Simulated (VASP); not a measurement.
# ZnSe (Stilleite) (F-43m) in VASP: a series of runs

One crystal, ZnSe (Stilleite), is run at these levels: PBEsol, PBE; tasks: relaxation of cell and atoms.

Program: VASP 6.6.1. These are calculated values, not measurements. Logs are shortened: lines on timing, memory, paths and dates and some standing lists are left out, and cuts for length are marked.

## Step 1: The crystal as given

It takes space group F-43m (No. 216, cubic). The conventional cell has a = 5.668 Å, b = 5.668 Å, c = 5.668 Å, α = 90.00°, β = 90.00°, γ = 90.00°. Around Zn (site symmetry -43m) lie 4 Se at 2.45 Å. Around Se (site symmetry -43m) lie 4 Zn at 2.45 Å.

## Step 2: Relaxation of cell and atoms, PBEsol

File INCAR:

```
SYSTEM = ZnSe
PREC = Accurate
ENCUT = 600
EDIFF = 1E-6
ISMEAR = 0
SIGMA = 0.03
LREAL = .FALSE.
LASPH = .TRUE.
NELM = 80
ALGO = Normal
ISIF = 3
LWAVE = .FALSE.
LCHARG = .FALSE.
GGA = PS
IBRION = 2
NSW = 90
EDIFFG = -0.01
```

File KPOINTS:

```
Automatic mesh
0
G
  8 8 8
  0 0 0
```

File POSCAR:

```
ZnSe
1.0
    0.0000000000      2.8338000000      2.8338000000
    2.8338000000      0.0000000000      2.8338000000
    2.8338000000      2.8338000000      0.0000000000
Zn Se
1 1
Direct
    0.0000000000      0.0000000000      0.0000000000
    0.2500000000      0.2500000000      0.2500000000
```

Potentials or basis: VASP PAW PBE potentials, release 64 (Zn, Se).

The run is started by

```console
$ cat potpaw_PBE.64/Zn/POTCAR potpaw_PBE.64/Se/POTCAR > POTCAR
$ mpirun -np 1 vasp_std > vasp.out
```

OUTCAR:

```text
SYSTEM = ZnSe
   PREC = Accurate
   ENCUT = 600
   EDIFF = 1E-6
   ISMEAR = 0
   LREAL = .FALSE.
   LASPH = .TRUE.
   NELM = 80
   ISIF = 3
   GGA = PS
   IBRION = 2
   NSW = 90
   EDIFFG = -0.01

 ion  position               nearest neighbor table
   1  0.000  0.000  0.000-   2 2.45   2 2.45   2 2.45   2 2.45
   2  0.250  0.250  0.250-   1 2.45   1 2.45   1 2.45   1 2.45

  LATTYP: Found a face centered cubic cell.
 ALAT       =     5.6676000000

  Lattice vectors:

 A1 = (   0.0000000000,   2.8338000000,   2.8338000000)
 A2 = (   2.8338000000,   0.0000000000,   2.8338000000)
 A3 = (   2.8338000000,   2.8338000000,   0.0000000000)

Analysis of symmetry for initial positions (statically):
=====================================================================
 Subroutine PRICEL returns:
 Original cell was already a primitive cell.

 Routine SETGRP: Setting up the symmetry group for a
 face centered cubic supercell.

 Subroutine GETGRP returns: Found 24 space group operations
 (whereof 24 operations were pure point group operations)
 out of a pool of 48 trial point group operations.

The static configuration has the point symmetry T_d .

Analysis of symmetry for dynamics (positions and initial velocities):
=====================================================================
 Subroutine PRICEL returns:
 Original cell was already a primitive cell.

 Routine SETGRP: Setting up the symmetry group for a
 face centered cubic supercell.

 Subroutine GETGRP returns: Found 24 space group operations
 (whereof 24 operations were pure point group operations)
 out of a pool of 48 trial point group operations.

The dynamic configuration has the point symmetry T_d .

 Subroutine INISYM returns: Found 24 space group operations
 (whereof 24 operations are pure point group operations),
 and found     1 'primitive' translations

----------------------------------------------------------------------------------------

                                     Primitive cell

  volume of cell :      45.5132

  direct lattice vectors                    reciprocal lattice vectors
     0.000000000  2.833800000  2.833800000    -0.176441527  0.176441527  0.176441527
     2.833800000  0.000000000  2.833800000     0.176441527 -0.176441527  0.176441527
     2.833800000  2.833800000  0.000000000     0.176441527  0.176441527 -0.176441527

  length of vectors
     4.007598393  4.007598393  4.007598393     0.305605690  0.305605690  0.305605690

  position of ions in fractional coordinates (direct lattice)
     0.000000000  0.000000000  0.000000000
     0.250000000  0.250000000  0.250000000

  ion indices of the primitive-cell ions
   primitive index   ion index
                 1           1
                 2           2

----------------------------------------------------------------------------------------

 KPOINTS: Automatic mesh

Automatic generation of k-mesh.
 Grid dimensions read from file:
 generate k-points for:    8    8    8

 Generating k-lattice:

  Cartesian coordinates                     Fractional coordinates (reciprocal lattice)
    -0.022055191  0.022055191  0.022055191     0.125000000  0.000000000  0.000000000
     0.022055191 -0.022055191  0.022055191     0.000000000  0.125000000  0.000000000
     0.022055191  0.022055191 -0.022055191     0.000000000  0.000000000  0.125000000

  Length of vectors
     0.038200711  0.038200711  0.038200711

  Shift w.r.t. Gamma in fractional coordinates (k-lattice)
     0.000000000  0.000000000  0.000000000

 Subroutine IBZKPT returns following result:
 ===========================================

 Found     29 irreducible k-points:

 Following reciprocal coordinates:
            Coordinates               Weight
  0.000000  0.000000  0.000000      1.000000
  0.125000  0.000000  0.000000      8.000000
  0.250000  0.000000  0.000000      8.000000
  0.375000  0.000000  0.000000      8.000000
  0.500000  0.000000  0.000000      4.000000
  0.125000  0.125000  0.000000      6.000000
[... 16 lines left out ...]
  0.500000  0.250000  0.125000     48.000000
 -0.375000  0.250000  0.125000     24.000000
 [... further k-points ...]
   k-points           NKPTS =     29   k-points in BZ     NKDIM =     29   number of bands    NBANDS=     13
   number of dos      NEDOS =    301   number of ions     NIONS =      2
   total plane-waves  NPLWV =  32768
   dimension x,y,z NGX =    32 NGY =   32 NGZ =   32
   dimension x,y,z NGXF=    64 NGYF=   64 NGZF=   64
   ions per type =               1   1
   NGX,Y,Z   is equivalent  to a cutoff of  13.27, 13.27, 13.27 a.u.
   NGXF,Y,Z  is equivalent  to a cutoff of  26.55, 26.55, 26.55 a.u.
 SYSTEM =  ZnSe
   PREC   = accura    normal or accurate (medium, high low for compatibility)
   ISTART =      0    job   : 0-new  1-cont  2-samecut
   ICHARG =      2    charge: 1-file 2-atom 10-const
   ISPIN  =      1    spin polarized calculation?
   LNONCOLLINEAR =      F non collinear calculations
   LSORBIT =      F    spin-orbit coupling
   LASPH  =      T    aspherical Exc in radial PAW
   ENCUT  =  600.0 eV  44.10 Ry    6.64 a.u.   8.00  8.00  8.00*2*pi/ulx,y,z
   NELM   =     80;   NELMIN=  2; NELMDL= -5     # of ELM steps
   EDIFF  = 0.1E-05   stopping-criterion for ELM
   LREAL  =      F    real-space projection
   EDIFFG = -.1E-01   stopping-criterion for IOM
   NSW    =     90    number of steps for IOM
   IBRION =      2    ionic relax: 0-MD 1-quasi-New 2-CG
   NFREE  =      1    steps in history (QN), initial steepest desc. (CG)
   ISIF   =      3    stress and relaxation
   ISYM   =      2    0-nonsym 1-usesym 2-fastsym
   POTIM  = 0.5000    time-step for ionic-motion
   TEBEG  =    0.0;   TEEND  =   0.0 temperature during run
   PSTRESS=    0.0 pullay stress
   NELECT =      18.0000    total number of electrons
   NUPDOWN=      -1.0000    fix difference up-down
   EMIN   =  10.00;   EMAX   =-10.00  energy-range for DOS
   EFERMI =   0.00;   METHOD = LEGACY
   ISMEAR =     0;   SIGMA  =   0.03  broadening in eV -4-tet -1-fermi 0-gaus
   EFERMI_NEDOS =   21; number of points for ismear=-14 and -15
   IALGO  =     38    algorithm
   IMIX   =      4    mixing-type and parameters
     AMIX     =   0.40;   BMIX     =  1.00
     AMIX_MAG =   1.60;   BMIX_MAG =  1.00
  volume/ion in A,a.u.               =      22.76       153.57
  Fermi-wavevector in a.u.,A,eV,Ry     =   1.201673  2.270834 19.647073  1.444019
  Thomas-Fermi vector in A             =   2.337476
   LORBIT       =      0    0 simple, 1 ext, 2 COOP (PROOUT), +10 PAW based schemes
   GGA     = PS    functional components
   LHFCALC =     F    Hartree Fock is set to
   AEXX    =    0.0000 exact exchange contribution
   IVDW    =     0    specifies the selected vdW correction
   LEPSILON=     F    determine dielectric tensor
   LRPA    =     F    only Hartree local field effects (RPA)
 conjugate gradient relaxation of ions
 non-spin polarized calculation
 Gauss-broadening in eV      SIGMA  =   0.03
  energy-cutoff  :      600.00
  volume of cell :       45.51
 maximum number of plane-waves:      1540
   NGX = 17   NGY = 17   NGZ = 17

--------------------------------------- Ionic step        1  -------------------------------------------

 number of electron      17.9999991 magnetization

 Free energy of the ion-electron system (eV)
  ---------------------------------------------------
  ext. energy  EPLUGINS =         0.00000000
  ---------------------------------------------------
  free energy    TOTEN  =        -6.77138296 eV

  energy without entropy =       -6.77138296  energy(sigma->0) =       -6.77138296

------------------------ aborting loop because EDIFF is reached ----------------------------------------

  FORCE on cell =-STRESS in cart. coord.  units (eV):
  Direction    XX          YY          ZZ          XY          YZ          ZX
  --------------------------------------------------------------------------------------
  -------------------------------------------------------------------------------------
  Total       -0.2581473     -0.2581473     -0.2581473      0.0000000      0.0000000      0.0000000
  in kB       -9.0874181     -9.0874181     -9.0874181      0.0000000      0.0000000      0.0000000
  external PRESSURE =      -9.0874181 kB  Pullay stress =       0.0000000 kB
[... 57 lines left out ...]
  energy  without entropy=       -6.7730713438  energy(sigma->0) =       -6.77307134

--------------------------------------- Ionic step        3  -------------------------------------------

 number of electron      17.9999986 magnetization

 Free energy of the ion-electron system (eV)
  ---------------------------------------------------
  ext. energy  EPLUGINS =         0.00000000
  ---------------------------------------------------
  free energy    TOTEN  =        -6.77324114 eV

  energy without entropy =       -6.77324114  energy(sigma->0) =       -6.77324114

 E-fermi :   1.7391     XC(G=0):  -9.5897

 val. band max:        1.6082360552   @ k =   0.0000   0.0000   0.0000
 cond. band min:       2.8344949646   @ k =   0.0000   0.0000   0.0000
 fundamental gap:      1.2262589094
 Fermi energy:         1.7390871921

 k-point     1 :       0.0000    0.0000    0.0000
  band No.  band energies     occupation
      1     -11.7685      2.00000
      2      -5.0013      2.00000
      3      -5.0013      2.00000
      4      -5.0013      2.00000
      5      -4.6170      2.00000
      6      -4.6170      2.00000
      7       1.6082      2.00000
      8       1.6082      2.00000
      9       1.6082      2.00000
     10       2.8345      0.00000
     11       7.3353      0.00000
     12       7.3353      0.00000
     13       7.3353      0.00000
[... 353 lines left out ...]
 k-point    24 :      -0.3750    0.2500    0.1250
  band No.  band energies     occupation
      1     -10.8096      2.00000
      2      -4.8969      2.00000
      3      -4.8562      2.00000
      4      -4.6529      2.00000
      5      -4.6102      2.00000
      6      -4.4010      2.00000
      7      -3.4113      2.00000
      8      -0.8845      2.00000
      9       0.0901      2.00000
     10       5.8074      0.00000
     11       7.0234      0.00000
     12       8.9811      0.00000
     13      10.2159      0.00000

 [... further k-points ...]
[... 5 lines left out ...]
  --------------------------------------------------------------------------------------
  -------------------------------------------------------------------------------------
  Total        0.0026510      0.0026510      0.0026510     -0.0000000     -0.0000000      0.0000000
  in kB        0.0946312      0.0946312      0.0946312     -0.0000000     -0.0000000      0.0000000
  external PRESSURE =       0.0946312 kB  Pullay stress =       0.0000000 kB
[... 17 lines left out ...]
  FREE ENERGIE OF THE ION-ELECTRON SYSTEM (eV)
  ---------------------------------------------------
  free  energy   TOTEN  =        -6.7732411403 eV

  energy  without entropy=       -6.7732411403  energy(sigma->0) =       -6.77324114

 reached required accuracy - stopping structural energy minimisation
```

Run time: 15 s. Hardware: 1 thread of Intel Xeon 6975P-C (Granite Rapids), shared host; peak memory 0.2 GiB.

Results:

```yaml
Free_energy: -6.7732 eV
Relaxed_volume: 22.44 Å³/atom
Relaxed_cell: a = 3.989 Å, b = 3.989 Å, c = 3.989 Å, α = 60.00°, β = 60.00°, γ = 60.00°
Space_group_after_relaxing_to_0.05_Å: F-43m (No. 216)
Energy_gained_by_relaxing: 0.9 meV/atom
Ionic_steps: 3
Pressure_after_relaxing: 0.0 GPa
Band_gap_on_the_k_mesh: 1.23 eV, direct
```

The path:
```csv
step,energy change (eV),largest force (eV/Å),pressure (GPa),volume (Å³)
1,0.0000,0.0000,-0.91,45.51
2,-0.0017,0.0000,0.45,44.67
3,-0.0019,0.0000,0.01,44.88
```

Final structure:
```
Zn Se
1.0
     0.00000    2.82066    2.82066
     2.82066    0.00000    2.82066
     2.82066    2.82066    0.00000
Zn Se
1 1
Direct
  0.00000 0.00000 0.00000
  0.25000 0.25000 0.25000
```

Caveat: the PAW data sets were made with another functional, which shifts forces and pressure a little.

## Step 3: Relaxation of cell and atoms, PBEsol

This run uses another cell than the first one, of 22.44 Å³/atom, 0.986 times its volume.

INCAR, as its differences from that of step 2:

```diff
@@ -3,3 +3,3 @@
 ENCUT = 600
-EDIFF = 1E-6
+EDIFF = 1E-7
 ISMEAR = 0
@@ -16,2 +16,2 @@
 NSW = 90
-EDIFFG = -0.01
+EDIFFG = -0.005
```

KPOINTS is that of step 2.

File POSCAR:

```
ZnSe                                    
1.0
   -0.0000000000      2.8206646090      2.8206646090
    2.8206646090     -0.0000000000      2.8206646090
    2.8206646090      2.8206646090      0.0000000000
  Zn              Se            
     1     1
Direct
     0.0000000000000000    0.0000000000000000    0.0000000000000000
     0.2500000000000000    0.2500000000000000    0.2500000000000000
```

Potentials or basis: VASP PAW PBE potentials, release 64 (Zn, Se).

The run is started by

```console
$ cat potpaw_PBE.64/Zn/POTCAR potpaw_PBE.64/Se/POTCAR > POTCAR
$ mpirun -np 1 vasp_std > vasp.out
```

It took 7.4 s on 1 thread of Intel Xeon 6975P-C (Granite Rapids), shared host; peak memory 0.18 GiB.

The run converged. Its results:

```
Free energy             : -6.7731 eV
Pressure after relaxing : 0.0 GPa
Band gap on the k mesh  : 1.23 eV, direct
```

Final structure:
```
Zn Se
1.0
     0.00000    2.82066    2.82066
     2.82066    0.00000    2.82066
     2.82066    2.82066    0.00000
Zn Se
1 1
Direct
  0.00000 0.00000 0.00000
  0.25000 0.25000 0.25000
```

Levels at points of the mesh, in eV from the valence-band top:
| k point | band 7 | band 8 | band 9 | band 10 | band 11 | band 12 |
| --- | --- | --- | --- | --- | --- | --- |
| (0.00, 0.00, 0.00) | 0.00 | 0.00 | 0.00 | 1.23 | 5.73 | 5.73 |
| (0.50, 0.00, 0.00) | -5.37 | -0.90 | -0.90 | 2.47 | 6.30 | 6.30 |
| (0.50, 0.50, 0.00) | -4.85 | -2.26 | -2.26 | 2.81 | 3.37 | 10.71 |

Caveat: the relaxation stopped at its first step, so nothing moved; the PAW data sets were made with another functional, which shifts forces and pressure a little.

## Step 4: Relaxation of cell and atoms, PBE

File INCAR:

```
ALGO = Normal ; EDIFF = 1E-6
EDIFFG = -0.01 ; ENCUT = 600
GGA = PE ; IBRION = 2
ISIF = 3 ; ISMEAR = 0
LASPH = T ; LCHARG = F
LREAL = F ; LWAVE = F
NELM = 80 ; NSW = 90
PREC = Accurate ; SIGMA = 0.03
```

File KPOINTS:

```
k-points
0
Gamma
  8 8 8
```

File POSCAR:

```
ZnSe
1.0
    0.0000000000      2.8338000000      2.8338000000
    2.8338000000      0.0000000000      2.8338000000
    2.8338000000      2.8338000000      0.0000000000
Zn Se
1 1
Direct
    0.0000000000      0.0000000000      0.0000000000
    0.2500000000      0.2500000000      0.2500000000
```

The run is started by

```console
$ cat potpaw_PBE.64/Zn/POTCAR potpaw_PBE.64/Se/POTCAR > POTCAR
$ mpirun -np 1 vasp_std > vasp.out
```

Wall time 53 s (1 thread of Intel Xeon Platinum 8375C at 2.90GHz (Ice Lake), shared host); peak memory 0.19 GiB.

The run converged. Its results:

```yaml
Free_energy: -6.0321 eV
Relaxed_volume: 23.66 Å³/atom
Relaxed_cell: a = 4.060 Å, b = 4.060 Å, c = 4.060 Å, α = 60.00°, β = 60.00°, γ = 60.00°
Space_group_after_relaxing_to_0.05_Å: F-43m (No. 216)
Energy_gained_by_relaxing: 6.1 meV/atom
Ionic_steps: 4
Pressure_after_relaxing: -0.1 GPa
Band_gap_on_the_k_mesh: 1.13 eV, direct
```

Step by step:
```
step  energy change (eV)  largest force (eV/Å)  pressure (GPa)  volume (Å³)
   1              0.0000                0.0000            2.34        45.51
   2             -0.0114                0.0000           -0.55        47.73
   3             -0.0122                0.0000            0.11        47.25
   4             -0.0122                0.0000           -0.06        47.33
```

Final structure:
```
CELL_PARAMETERS angstrom
0.00000 2.87100 2.87100
2.87100 0.00000 2.87100
2.87100 2.87100 0.00000
ATOMIC_POSITIONS crystal
Zn 0.00000 0.00000 0.00000
Se 0.25000 0.25000 0.25000
```

Levels at points of the mesh, in eV from the valence-band top:
```
           k point  band 7  band 8  band 9  band 10  band 11  band 12
(0.00, 0.00, 0.00)    0.00    0.00    0.00     1.13     5.81     5.81
(0.50, 0.00, 0.00)   -4.98   -0.81   -0.81     2.47     6.39     6.39
(0.50, 0.50, 0.00)   -4.58   -2.05   -2.05     3.07     3.46    10.46
```

Expect the measured gap to be larger: semilocal functionals such as PBE lack the derivative discontinuity. Zero-point motion and thermal expansion aren't in these numbers.

## Step 5: Relaxation of cell and atoms, PBE

This run uses another cell than the first one, of 23.66 Å³/atom, 1.040 times its volume.

INCAR, as its differences from that of step 4:

```diff
@@ -1,3 +1,3 @@
-ALGO = Normal ; EDIFF = 1E-6
-EDIFFG = -0.01 ; ENCUT = 600
+ALGO = Normal ; EDIFF = 1E-7
+EDIFFG = -0.005 ; ENCUT = 600
 GGA = PE ; IBRION = 2
```

KPOINTS is that of step 4.

File POSCAR:

```
ZnSe                                    
1.0
   -0.0000000000      2.8709969153      2.8709969153
    2.8709969153      0.0000000000      2.8709969153
    2.8709969153      2.8709969153     -0.0000000000
  Zn              Se            
     1     1
Direct
     1.0000000000000000    0.0000000000000000    0.0000000000000000
     0.2500000000000000    0.2500000000000000    0.2500000000000000
```

The run is started by

```console
$ cat potpaw_PBE.64/Zn/POTCAR potpaw_PBE.64/Se/POTCAR > POTCAR
$ mpirun -np 1 vasp_std > vasp.out
```

Wall time 35 s (1 thread of Intel Xeon Platinum 8375C at 2.90GHz (Ice Lake), shared host); peak memory 0.19 GiB.

It converged, with:

```yaml
Free_energy: -6.0324 eV
Relaxed_volume: 23.63 Å³/atom
Relaxed_cell: a = 4.058 Å, b = 4.058 Å, c = 4.058 Å, α = 60.00°, β = 60.00°, γ = 60.00°
Space_group_after_relaxing_to_0.05_Å: F-43m (No. 216)
Energy_gained_by_relaxing: 0.0 meV/atom
Ionic_steps: 2
Pressure_after_relaxing: 0.0 GPa
Band_gap_on_the_k_mesh: 1.14 eV, direct
```

Final structure:
```xyz
2
Lattice="0.0000 2.8695 2.8695 2.8695 0.0000 2.8695 2.8695 2.8695 0.0000" Properties=species:S:1:pos:R:3 pbc="T T T"
Zn    5.7389    5.7389    5.7389
Se    1.4347    1.4347    1.4347
```

Levels at points of the mesh, in eV from the valence-band top:
```tsv
k point	band 6	band 7	band 8	band 9	band 10	band 11	band 12	band 13
(0.00, 0.00, 0.00)	-6.08	0.00	0.00	0.00	1.14	5.81	5.81	5.81
(0.50, 0.00, 0.00)	-5.93	-4.99	-0.81	-0.81	2.48	6.39	6.39	8.47
(0.50, 0.50, 0.00)	-5.91	-4.59	-2.05	-2.05	3.07	3.46	10.47	10.99
```
